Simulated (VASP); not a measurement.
# Zr (P6_3/mmc) in VASP: further runs

The runs below take Zr through single point, with PBEsol, r2SCAN.

Program: VASP 6.6.1. These are calculated values, not measurements. Logs are shortened: lines on timing, memory, paths and dates and some standing lists are left out, and cuts for length are marked.

## (1) The crystal as given

Symmetry: P6_3/mmc, No. 194, hexagonal system. The conventional cell has a = 3.184 Å, b = 3.184 Å, c = 5.119 Å, α = 90.00°, β = 90.00°, γ = 120.00°. Zr (site symmetry -6m2) has 12 Zr at 3.15 to 3.18 Å as nearest neighbours.

## (2) Single point, PBEsol

INCAR reads:

```
SYSTEM = Zr
ALGO = Normal
EDIFF = 1E-6
ENCUT = 700
GGA = PS
ISIF = 2
ISMEAR = 0
LASPH = .True.
LCHARG = .False.
LREAL = .False.
LWAVE = .False.
NBANDS = 19
NELM = 100
PREC = Accurate
SIGMA = 0.1
```

KPOINTS reads:

```
k-points
0
Gamma
  15 15 8
  0 0 0
```

POSCAR reads:

```
Zr
1.0
    3.1843400000      0.0000000000      0.0000000000
   -1.5921700000      2.7577200000      0.0000000000
    0.0000000000      0.0000000000      5.1189500000
Zr
2
Direct
    0.3333300000      0.6666700000      0.2500000000
    0.6666700000      0.3333300000      0.7500000000
```

Potentials or basis: VASP PAW PBE potentials, release 64 (Zr_sv).

Command:

```bash
$ cat potpaw_PBE.64/Zr_sv/POTCAR > POTCAR
$ mpirun -np 1 vasp_std > vasp.out
```

OUTCAR:

```text
SYSTEM = Zr
   EDIFF = 1E-6
   ENCUT = 700
   GGA = PS
   ISIF = 2
   ISMEAR = 0
   LASPH = .True.
   LREAL = .False.
   NELM = 100
   PREC = Accurate

 ion  position               nearest neighbor table
   1  0.333  0.667  0.250-   2 3.15   2 3.15   2 3.15   2 3.15   2 3.15   2 3.15
   2  0.667  0.333  0.750-   1 3.15   1 3.15   1 3.15   1 3.15   1 3.15   1 3.15

  LATTYP: Found a hexagonal cell.
 ALAT       =     3.1843400000
 C/A-ratio  =     1.6075387678

  Lattice vectors:

 A1 = (   3.1843400000,   0.0000000000,   0.0000000000)
 A2 = (  -1.5921700000,   2.7577200000,   0.0000000000)
 A3 = (   0.0000000000,   0.0000000000,   5.1189500000)

Analysis of symmetry for initial positions (statically):
=====================================================================
 Subroutine PRICEL returns:
 Original cell was already a primitive cell.

 Routine SETGRP: Setting up the symmetry group for a
 hexagonal supercell.

 Subroutine GETGRP returns: Found  8 space group operations
 (whereof  4 operations were pure point group operations)
 out of a pool of 24 trial point group operations.

The static configuration has the point symmetry C_2h.
 The point group associated with its full space group is D_2h.

Analysis of symmetry for dynamics (positions and initial velocities):
=====================================================================
 Subroutine PRICEL returns:
 Original cell was already a primitive cell.

 Routine SETGRP: Setting up the symmetry group for a
 hexagonal supercell.

 Subroutine GETGRP returns: Found  8 space group operations
 (whereof  4 operations were pure point group operations)
 out of a pool of 24 trial point group operations.

The dynamic configuration has the point symmetry C_2h.
 The point group associated with its full space group is D_2h.

 Subroutine INISYM returns: Found  8 space group operations
 (whereof  4 operations are pure point group operations),
 and found     1 'primitive' translations

----------------------------------------------------------------------------------------

                                     Primitive cell

  volume of cell :      44.9522

  direct lattice vectors                    reciprocal lattice vectors
     3.184340000  0.000000000  0.000000000     0.314036818  0.181309197  0.000000000
    -1.592170000  2.757720000  0.000000000     0.000000000  0.362618395  0.000000000
     0.000000000  0.000000000  5.118950000     0.000000000  0.000000000  0.195352563

  length of vectors
     3.184340000  3.184340577  5.118950000     0.362618461  0.362618395  0.195352563

  position of ions in fractional coordinates (direct lattice)
     0.333330000  0.666670000  0.250000000
     0.666670000  0.333330000  0.750000000

  ion indices of the primitive-cell ions
   primitive index   ion index
                 1           1
                 2           2

----------------------------------------------------------------------------------------

 KPOINTS: k-points

Automatic generation of k-mesh.
 Grid dimensions read from file:
 generate k-points for:   15   15    8

 Generating k-lattice:

  Cartesian coordinates                     Fractional coordinates (reciprocal lattice)
     0.020935788  0.012087280  0.000000000     0.066666667  0.000000000  0.000000000
     0.000000000  0.024174560  0.000000000     0.000000000  0.066666667  0.000000000
     0.000000000  0.000000000  0.024419070     0.000000000  0.000000000  0.125000000

  Length of vectors
     0.024174564  0.024174560  0.024419070

  Shift w.r.t. Gamma in fractional coordinates (k-lattice)
     0.000000000  0.000000000  0.000000000

 Subroutine IBZKPT returns following result:
 ===========================================

 Found    320 irreducible k-points:

 Following reciprocal coordinates:
            Coordinates               Weight
  0.000000  0.000000  0.000000      1.000000
  0.066667  0.000000  0.000000      4.000000
 -0.066667  0.066667  0.000000      2.000000
  0.133333 -0.000000  0.000000      4.000000
 -0.133333  0.133333  0.000000      2.000000
  0.200000  0.000000  0.000000      4.000000
[... 16 lines left out ...]
 -0.266667  0.200000  0.000000      4.000000
  0.266667  0.066667  0.000000      4.000000
 [... further k-points ...]
   k-points           NKPTS =    320   k-points in BZ     NKDIM =    320   number of bands    NBANDS=     19
   number of dos      NEDOS =    301   number of ions     NIONS =      2
   total plane-waves  NPLWV =  37632
   dimension x,y,z NGX =    28 NGY =   28 NGZ =   48
   dimension x,y,z NGXF=    56 NGYF=   56 NGZF=   96
   ions per type =               2
   NGX,Y,Z   is equivalent  to a cutoff of  14.62, 14.62, 15.59 a.u.
   NGXF,Y,Z  is equivalent  to a cutoff of  29.24, 29.24, 31.18 a.u.
 SYSTEM =  Zr
   PREC   = accura    normal or accurate (medium, high low for compatibility)
   ISTART =      0    job   : 0-new  1-cont  2-samecut
   ICHARG =      2    charge: 1-file 2-atom 10-const
   ISPIN  =      1    spin polarized calculation?
   LNONCOLLINEAR =      F non collinear calculations
   LSORBIT =      F    spin-orbit coupling
   LASPH  =      T    aspherical Exc in radial PAW
   ENCUT  =  700.0 eV  51.45 Ry    7.17 a.u.   6.87  6.87 11.04*2*pi/ulx,y,z
   NELM   =    100;   NELMIN=  2; NELMDL= -5     # of ELM steps
   EDIFF  = 0.1E-05   stopping-criterion for ELM
   LREAL  =      F    real-space projection
   EDIFFG = 0.1E-04   stopping-criterion for IOM
   NSW    =      0    number of steps for IOM
   IBRION =     -1    ionic relax: 0-MD 1-quasi-New 2-CG
   NFREE  =      0    steps in history (QN), initial steepest desc. (CG)
   ISIF   =      2    stress and relaxation
   ISYM   =      2    0-nonsym 1-usesym 2-fastsym
   POTIM  = 0.5000    time-step for ionic-motion
   TEBEG  =    0.0;   TEEND  =   0.0 temperature during run
   PSTRESS=    0.0 pullay stress
   NELECT =      24.0000    total number of electrons
   NUPDOWN=      -1.0000    fix difference up-down
   EMIN   =  10.00;   EMAX   =-10.00  energy-range for DOS
   EFERMI =   0.00;   METHOD = LEGACY
   ISMEAR =     0;   SIGMA  =   0.10  broadening in eV -4-tet -1-fermi 0-gaus
   EFERMI_NEDOS =   21; number of points for ismear=-14 and -15
   IALGO  =     38    algorithm
   IMIX   =      4    mixing-type and parameters
     AMIX     =   0.40;   BMIX     =  1.00
     AMIX_MAG =   1.60;   BMIX_MAG =  1.00
  volume/ion in A,a.u.               =      22.48       151.68
  Fermi-wavevector in a.u.,A,eV,Ry     =   1.328093  2.509731 23.998370  1.763830
  Thomas-Fermi vector in A             =   2.457356
   LORBIT       =      0    0 simple, 1 ext, 2 COOP (PROOUT), +10 PAW based schemes
   GGA     = PS    functional components
   LHFCALC =     F    Hartree Fock is set to
   AEXX    =    0.0000 exact exchange contribution
   IVDW    =     0    specifies the selected vdW correction
   LEPSILON=     F    determine dielectric tensor
   LRPA    =     F    only Hartree local field effects (RPA)
 non-spin polarized calculation
 Gauss-broadening in eV      SIGMA  =   0.10
  energy-cutoff  :      700.00
  volume of cell :       44.95
 maximum number of plane-waves:      1914
   NGX = 13   NGY = 13   NGZ = 23

 number of electron      24.0000000 magnetization

 Free energy of the ion-electron system (eV)
  ---------------------------------------------------
  ext. energy  EPLUGINS =         0.00000000
  ---------------------------------------------------
  free energy    TOTEN  =       -18.16832904 eV

  energy without entropy =      -18.15810551  energy(sigma->0) =      -18.16321727

 E-fermi :   9.2780     XC(G=0): -11.3642

 val. band max:        9.2776873896   @ k =   0.3333   0.3333   0.5000
 cond. band min:       9.2820648170   @ k =   0.2000   0.1333   0.3750
 fundamental gap:      0.0043774275
 Fermi energy:         9.2780249054

 k-point     1 :       0.0000    0.0000    0.0000
  band No.  band energies     occupation
      1     -39.4059      2.00000
      2     -39.2314      2.00000
      3     -18.0160      2.00000
      4     -17.0350      2.00000
      5     -17.0350      2.00000
      6     -16.8984      2.00000
[... 11 lines left out ...]
     18      11.5241      0.00000
     19      13.8858      0.00000

 k-point     2 :       0.0667    0.0000    0.0000
  band No.  band energies     occupation
      1     -39.3999      2.00000
      2     -39.2287      2.00000
      3     -18.0007      2.00000
      4     -17.0704      2.00000
      5     -17.0464      2.00000
      6     -16.9203      2.00000
[... 11 lines left out ...]
     18      11.4061      0.00000
     19      13.9730      0.00000

 k-point     3 :      -0.0667    0.0667    0.0000
  band No.  band energies     occupation
      1     -39.3999      2.00000
      2     -39.2287      2.00000
      3     -18.0007      2.00000
      4     -17.0704      2.00000
      5     -17.0464      2.00000
      6     -16.9203      2.00000
[... 11 lines left out ...]
     18      11.4060      0.00000
     19      13.9732      0.00000

 k-point     4 :       0.1333   -0.0000    0.0000
  band No.  band energies     occupation
      1     -39.3826      2.00000
      2     -39.2213      2.00000
      3     -17.9560      2.00000
      4     -17.1705      2.00000
      5     -17.0779      2.00000
      6     -17.0222      2.00000
[... 407 lines left out ...]
     18      12.3845      0.00000
     19      14.4222      0.00000

 k-point    23 :      -0.2667    0.2000    0.0000
  band No.  band energies     occupation
      1     -39.3377      2.00000
      2     -39.2043      2.00000
      3     -17.8333      2.00000
      4     -17.4020      2.00000
      5     -17.2839      2.00000
      6     -17.1374      2.00000
[... 11 lines left out ...]
     18      12.3845      0.00000
     19      14.4222      0.00000

 k-point    24 :       0.2667    0.0667    0.0000
  band No.  band energies     occupation
      1     -39.3058      2.00000
      2     -39.1949      2.00000
      3     -17.7388      2.00000
      4     -17.5645      2.00000
      5     -17.4198      2.00000
      6     -17.2001      2.00000
[... 11 lines left out ...]
     18      13.2102      0.00000
     19      14.5483      0.00000

 [... further k-points ...]

------------------------ aborting loop because EDIFF is reached ----------------------------------------

  FORCE on cell =-STRESS in cart. coord.  units (eV):
  Direction    XX          YY          ZZ          XY          YZ          ZX
  --------------------------------------------------------------------------------------
  -------------------------------------------------------------------------------------
  Total        0.0112741      0.0113387      0.0103044      0.0000559     -0.0000000      0.0000000
  in kB        0.4018304      0.4041323      0.3672689      0.0019933     -0.0000000      0.0000000
  external PRESSURE =       0.3910772 kB  Pullay stress =       0.0000000 kB

 VOLUME and BASIS-vectors are now :
 -----------------------------------------------------------------------------
  energy-cutoff  :      700.00
  volume of cell :       44.95
      direct lattice vectors                 reciprocal lattice vectors
     3.184340000  0.000000000  0.000000000     0.314036818  0.181309197  0.000000000
    -1.592170000  2.757720000  0.000000000     0.000000000  0.362618395  0.000000000
     0.000000000  0.000000000  5.118950000     0.000000000  0.000000000  0.195352563

 POSITION                                       TOTAL-FORCE (eV/Angst)
 -----------------------------------------------------------------------------------
     -0.00002      1.83849      1.27974         0.000020     -0.000012      0.000000
      1.59219      0.91923      3.83921        -0.000020      0.000012     -0.000000
 -----------------------------------------------------------------------------------
    total drift:                                0.000000      0.000000      0.000000

  FREE ENERGIE OF THE ION-ELECTRON SYSTEM (eV)
  ---------------------------------------------------
  free  energy   TOTEN  =       -18.1683290356 eV

  energy  without entropy=      -18.1581055131  energy(sigma->0) =      -18.16321727
```

It took 2.9 min on 1 thread of Intel Xeon Platinum 8488C (Sapphire Rapids), shared host; peak memory 0.44 GiB.

Results:

```yaml
Free_energy: -18.1683 eV
Pressure: 0.0 GPa
Band_gap_on_the_k_mesh: none (metal or under the smearing width)
```

Caveat: the PAW data sets were made with another functional, which shifts forces and pressure a little.

## (3) Single point, PBEsol

Edit INCAR of step 2 so:

```diff
@@ -3,3 +3,3 @@
 EDIFF = 1E-6
-ENCUT = 700
+ENCUT = 520
 GGA = PS
```

KPOINTS reads:

```
k-points
0
Gamma
  24 24 12
  0 0 0
```

POSCAR is that of step 2.

Potentials or basis: VASP PAW PBE potentials, release 64 (Zr_sv).

Command:

```bash
$ cat potpaw_PBE.64/Zr_sv/POTCAR > POTCAR
$ mpirun -np 1 vasp_std > vasp.out
```

It took 5.2 min on 1 thread of Intel Xeon Platinum 8488C (Sapphire Rapids), shared host; peak memory 0.77 GiB.

Results (log left out):

| Item | Value |
| --- | --- |
| Free energy | -18.1674 eV |
| Pressure | 0.0 GPa |
| Band gap on the k mesh | none (metal or under the smearing width) |

Stress tensor (GPa, compression positive):
```
 0.03  0.00  0.00
 0.00  0.03  0.00
 0.00  0.00 -0.11
```

Levels at points of the mesh, in eV from the Fermi level:
| k point | band 10 | band 11 | band 12 | band 13 | band 14 | band 15 |
| --- | --- | --- | --- | --- | --- | --- |
| (0.00, 0.00, 0.00) | -3.15 | 0.87 | 0.87 | 0.93 | 1.24 | 1.58 |
| (0.50, 0.00, 0.00) | -2.57 | -2.27 | -0.11 | 0.57 | 0.76 | 1.47 |
| (0.50, 0.50, 0.00) | -2.57 | -2.27 | -0.11 | 0.57 | 0.76 | 1.47 |
| (0.00, 0.00, 0.50) | -4.01 | -0.01 | -0.01 | 0.79 | 0.79 | 0.79 |
| (0.50, 0.00, 0.50) | -2.99 | -1.16 | -1.16 | 1.77 | 1.77 | 2.30 |
| (0.50, 0.50, 0.50) | -2.99 | -1.16 | -1.16 | 1.77 | 1.77 | 2.30 |

Caveat: the PAW data sets were made with another functional, which shifts forces and pressure a little.

## (4) Single point, PBEsol

Edit INCAR of step 3 so:

```diff
@@ -14,2 +14,2 @@
 PREC = Accurate
-SIGMA = 0.1
+SIGMA = 0.5
```

KPOINTS reads:

```
k-points
0
Gamma
  15 15 8
  0 0 0
```

POSCAR is that of step 3.

Command:

```bash
$ cat potpaw_PBE.64/Zr_sv/POTCAR > POTCAR
$ mpirun -np 1 vasp_std > vasp.out
```

It took 85 s on 1 thread of Intel Xeon Platinum 8488C (Sapphire Rapids), shared host; peak memory 0.32 GiB.

Results (log left out):

| Property | Result |
| --- | --- |
| Free energy | -18.2956 eV |
| Pressure | 0.4 GPa |
| Band gap on the k mesh | none (metal or under the smearing width) |

Stress tensor (GPa, compression positive):
```
0.10 0.00 0.00
0.00 0.10 0.00
0.00 0.00 0.93
```

Levels at points of the mesh, in eV from the Fermi level:
| k point | band 10 | band 11 | band 12 | band 13 | band 14 | band 15 |
| --- | --- | --- | --- | --- | --- | --- |
| (0.00, 0.00, 0.00) | -3.06 | 0.96 | 0.96 | 1.04 | 1.33 | 1.67 |
| (0.00, 0.00, 0.50) | -3.92 | 0.09 | 0.09 | 0.88 | 0.88 | 0.88 |

Caveat: the PAW data sets were made with another functional, which shifts forces and pressure a little.

## (5) Single point, PBEsol

Edit INCAR of step 4 so:

```diff
@@ -3,3 +3,3 @@
 EDIFF = 1E-6
-ENCUT = 520
+ENCUT = 900
 GGA = PS
@@ -14,2 +14,2 @@
 PREC = Accurate
-SIGMA = 0.5
+SIGMA = 0.1
```

KPOINTS is that of step 4.

POSCAR is that of step 4.

Command:

```bash
$ cat potpaw_PBE.64/Zr_sv/POTCAR > POTCAR
$ mpirun -np 1 vasp_std > vasp.out
```

Run time: 3.6 min. Hardware: 1 thread of Intel Xeon Platinum 8488C (Sapphire Rapids), shared host; peak memory 0.6 GiB.

It converged, with:

| Quantity | Value |
| --- | --- |
| Free energy | -18.1681 eV |
| Pressure | 0.0 GPa |
| Band gap on the k mesh | none (metal or under the smearing width) |

Levels at points of the mesh, in eV from the Fermi level:
| k point | band 9 | band 10 | band 11 | band 12 | band 13 | band 14 | band 15 | band 16 |
| --- | --- | --- | --- | --- | --- | --- | --- | --- |
| (0.00, 0.00, 0.00) | -5.75 | -3.16 | 0.86 | 0.86 | 0.93 | 1.23 | 1.57 | 1.57 |
| (0.00, 0.00, 0.50) | -4.02 | -4.02 | -0.02 | -0.02 | 0.78 | 0.78 | 0.78 | 0.78 |

Caveat: the PAW data sets were made with another functional, which shifts forces and pressure a little.

## (6) Single point, r2SCAN

INCAR reads:

```
SYSTEM = Zr
ALGO = Normal
EDIFF = 1E-6
ENCUT = 520
ISIF = 2
ISMEAR = 0
LASPH = .True.
LCHARG = .False.
LMIXTAU = .True.
LREAL = .False.
LWAVE = .False.
METAGGA = R2SCAN
NBANDS = 19
NELM = 100
PREC = Accurate
SIGMA = 0.1
```

KPOINTS is that of step 5.

POSCAR is that of step 5.

Potentials or basis: VASP PAW PBE potentials, release 64 (Zr_sv).

Command:

```bash
$ cat potpaw_PBE.64/Zr_sv/POTCAR > POTCAR
$ mpirun -np 1 vasp_std > vasp.out
```

It took 8.6 min on 1 thread of Intel Xeon Platinum 8488C (Sapphire Rapids), shared host; peak memory 0.34 GiB.

It converged, with:

```
Free energy            : -45.4762 eV
Pressure               : 4.5 GPa
Band gap on the k mesh : none (metal or under the smearing width)
```

Stress tensor (GPa, compression positive):
```
4.85 0.00 0.00
0.00 4.85 0.00
0.00 0.00 3.70
```

Levels at points of the mesh, in eV from the Fermi level:
```tsv
k point	band 8	band 9	band 10	band 11	band 12	band 13	band 14	band 15	band 16	band 17
(0.00, 0.00, 0.00)	-27.24	-6.09	-3.32	0.98	0.98	1.05	1.08	1.74	1.74	2.51
(0.00, 0.00, 0.50)	-27.31	-4.26	-4.26	-0.05	-0.05	0.91	0.91	0.91	0.91	4.39
```

Caveat: the PAW data sets were made with another functional, which shifts forces and pressure a little.

## (7) The runs side by side

| level | k mesh | cutoff (eV) | smearing | gap on the mesh (eV) | pressure (GPa) |
| --- | --- | --- | --- | --- | --- |
| PBEsol | 15 × 15 × 8 | 700 | gaussian 0.1 eV | none | 0.0 |
| PBEsol | 24 × 24 × 12 | 520 | gaussian 0.1 eV | none | 0.0 |
| PBEsol | 15 × 15 × 8 | 520 | gaussian 0.5 eV | none | 0.4 |
| PBEsol | 15 × 15 × 8 | 900 | gaussian 0.1 eV | none | 0.0 |
| r2SCAN | 15 × 15 × 8 | 520 | gaussian 0.1 eV | none | 4.5 |

Alike in all rows: task single point; potentials or basis VASP PAW PBE potentials, release 64 (Zr_sv); no spin polarisation; cell as given.

Every run on the cell as given and a fine mesh finds a metal. The pressure there spans 0.0 GPa (PBEsol) to 4.5 GPa (r2SCAN); a positive pressure means that this level wants a larger cell, a negative one a smaller.

Caveats: the PAW data sets were made with another functional, which shifts forces and pressure a little.

Total energies depend on the potentials used, so only differences within one code and one set of settings carry meaning.
